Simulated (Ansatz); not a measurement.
# SiNi2: a hydrostatic pressure series

The task here is to estimate one member of a computed series from the others.

Method: DFT r2SCAN, scalar-relativistic, plane waves, PAW, in Ansatz 0.2.0.

1 further run of the same task is left out (set aside as unsound or not needed).

### The starting structure

It takes space group P6_3/mmc (No. 194, hexagonal). Conventional cell: a = 3.870 Å, b = 3.870 Å, c = 4.927 Å, α = 90.00°, β = 90.00°, γ = 120.00°. Around Si (site symmetry -6m2) lie 11 Ni at 2.23 to 2.55 Å. Ni (site symmetry -3m) has 8 Ni at 2.46 to 2.55 Å and 6 Si at 2.55 Å as nearest neighbours. Around Ni (site symmetry -6m2) lie 5 Si at 2.23 to 2.46 Å and 6 Ni at 2.55 Å.

As a file:

```cif
data_structure
_symmetry_space_group_name_H-M 'P6_3/mmc'
_symmetry_Int_Tables_number 194
_cell_length_a 3.8695
_cell_length_b 3.8695
_cell_length_c 4.9268
_cell_angle_alpha 90.000
_cell_angle_beta 90.000
_cell_angle_gamma 120.000
_cell_volume 63.89
loop_
_atom_site_label
_atom_site_type_symbol
_atom_site_symmetry_multiplicity
_atom_site_Wyckoff_symbol
_atom_site_fract_x
_atom_site_fract_y
_atom_site_fract_z
_atom_site_occupancy
Si1 Si 2 d 0.33333 0.66667 0.75000 1
Ni1 Ni 2 a 0.00000 0.00000 0.00000 1
Ni2 Ni 2 c 0.33333 0.66667 0.25000 1
```

It is the result of an earlier relaxation at this level (volume 10.65 Å³/atom; gap on the mesh: none (metal)).

Set-up of the first run:

The input, input.yaml:

```yaml
crystal:
  lattice:
    - [3.9063770669, 0.0, 0.0]
    - [-1.9531885335, 3.3830217767, 0.0]
    - [0.0, 0.0, 4.9737061277]
  atoms:
    - { symbol: Si, position: [0.3333333333, 0.6666666667, 0.75] }
    - { symbol: Si, position: [0.6666666667, 0.3333333333, 0.25] }
    - { symbol: Ni, position: [0.0, 0.0, 0.0] }
    - { symbol: Ni, position: [0.0, 0.0, 0.5] }
    - { symbol: Ni, position: [0.3333333333, 0.6666666667, 0.25] }
    - { symbol: Ni, position: [0.6666666667, 0.3333333333, 0.75] }
basis:
  ecutwfc: 500
kpoints:
  mp_grid: { grid: [12, 12, 8] }
hamiltonian:
  xc: r2scan
scf:
  occupations: { method: gaussian, width: 0.1 }
output:
  forces: true
  stress: true
  eigenvalues: true
relax:
  adjacent_minimum: "off"
  f_tol: 0.008
  max_steps: 50
  cell: { stress_tol: 0.08, p_target: -3.0 }
```

Launch:

```console
$ ansatz run input.yaml --threads 1 --pin off --max-ram 2560MiB --backend cpu --events-out ev --progress --plain --runs-dir out
```

Steps of the session up to this table: -3 GPa; Target pressure 3 GPa; Relaxing at 8 GPa; Target pressure 15 GPa; Relaxing at 30 GPa; 60 GPa.

One of the session's tables, all rows but one given; the rest of the session is left out.

Lengths are those of the vectors of the cell that was run:

```
P (GPa)  V (Å³/atom)  a (Å)  b (Å)  c (Å)  ΔH (eV/atom)
     -3        10.80  3.885  3.885  4.956        -0.201
      0        10.65  3.870  3.870  4.927         0.000
      3        10.51  3.855  3.855  4.900         0.198
      8            ?      ?      ?      ?             ?
     15        10.05  3.804  3.804  4.810         0.967
     30         9.59  3.752  3.752  4.722         1.886
     60         8.93  3.670  3.670  4.593         3.616
```

Estimate the missing values for P (GPa) = 8.

Worked estimate for «V (Å³/atom)». A straight line through the neighbours (3, 10.51) and (15, 10.05) gives 10.51 + (10.05 − 10.51) × (8 − 3) / (15 − 3) = 10.32; a parabola fitted to 4 rows on both sides gives 10.31.

The run gave: V (Å³/atom): 10.30; a (Å): 3.833; b (Å): 3.833; c (Å): 4.859; ΔH (eV/atom): 0.523. In «V (Å³/atom)» the line misses by +0.02 and the parabola by +0.01.

ΔH is E + PV over the energy at zero pressure; a, b and c are the vectors of the computed cell. 

Caveats from the session: The final runs have no spin polarisation, so no magnetic state was tried and one may lie lower.
